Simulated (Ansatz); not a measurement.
# TiC in Ansatz: the effect of target pressure

Crystal: TiC.

```
CELL_PARAMETERS angstrom
0.00000 2.16572 2.16572
2.16572 0.00000 2.16572
2.16572 2.16572 0.00000
ATOMIC_POSITIONS crystal
Ti 0.00000 0.00000 0.00000
C 0.50000 0.50000 0.50000
```

The cell is a database's computed one.

Alike in all runs:

* Program: Ansatz 0.2.0
* Task: relaxation of cell and atoms
* Functional: PBEsol
* Potentials or basis: all-electron LAPW, scalar-relativistic
* Basis error allowed: 0.001 eV/atom
* k mesh: 11 × 11 × 11
* Occupations: fermi-dirac, width 0.05 eV
* Spin: no spin polarisation

Each run relaxes the cell or the atoms first.

Problem. One run gave: relaxed volume 9.55 Å³/atom. Which target pressure did it use?
A. 0 GPa
B. 10 GPa
C. 30 GPa
D. 20 GPa
E. 5 GPa

Solution. B.

| target pressure | relaxed volume (Å³/atom) |
| --- | --- |
| 0 GPa | 9.89 |
| 5 GPa | 9.72 |
| 10 GPa | 9.55 |
| 20 GPa | 9.26 |
| 30 GPa | 9.01 |
